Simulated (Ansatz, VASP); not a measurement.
**One calculation of TiC, two programs**

File INCAR:

```
PREC = Accurate
ENCUT = 520
EDIFF = 1E-8
ISMEAR = -1
SIGMA = 0.03
LREAL = F
LASPH = T
NELM = 100
ALGO = Normal
ISIF = 2
LWAVE = F
LCHARG = F
GGA = PE
LEFG = T
NBANDS = 15
```

File KPOINTS:

```
Automatic mesh
0
Gamma
  16 16 16
```

POSCAR

```
TiC
1.0
    0.0000000000      2.1202001280      2.1202001280
    2.1202001280      0.0000000000      2.1202001280
    2.1202001280      2.1202001280      0.0000000000
Ti C
1 1
Direct
    0.0000000000      0.0000000000      0.0000000000
    0.5000000000      0.5000000000      0.5000000000
```

Input for Ansatz:

```yaml
crystal:
  lattice:
    - [0.0, 2.120200128, 2.120200128]
    - [2.120200128, 0.0, 2.120200128]
    - [2.120200128, 2.120200128, 0.0]
  atoms:
    - { symbol: Ti, position: [0.0, 0.0, 0.0] }
    - { symbol: C, position: [0.5, 0.5, 0.5] }
kpoints:
  mp_grid: { grid: [16, 16, 16] }
scf:
  occupations: { method: fermi_dirac, width: 0.03 }
hamiltonian:
  xc: pbe
  pseudopotentials: { kind: paw }
output:
  forces: true
  stress: true
  eigenvalues: true
  efg: { contact_densities: true }
```

Change from the starting cell: volume scaled by 0.9405, PAW files.

Alike in both runs: task electric field gradients; functional PBE; k mesh 16 × 16 × 16; occupations fermi-dirac, width 0.03 eV; no spin polarisation.

|  | VASP | Ansatz |
| --- | --- | --- |
| version | VASP 6.6.1 | Ansatz 0.2.0 |
| potentials or method | VASP PAW PBE potentials, release 64 (Ti_sv, C) | PAW with Ansatz's default frozen-core files, scalar-relativistic |
| plane-wave cutoff (eV) | 520 | 420 |
| valence electrons in the cell | 16 | 16 |

```tsv
	VASP	Ansatz	Ansatz less VASP
pressure (GPa)	18.6	18.5	-0.16
Vzz of the field gradient on the site that differs most (V/Å²)	0.0	0.0	0.00
```

Caveats: so large a pressure means that the cell lies far from this level's equilibrium, or that cutoff or potentials fall short (VASP).
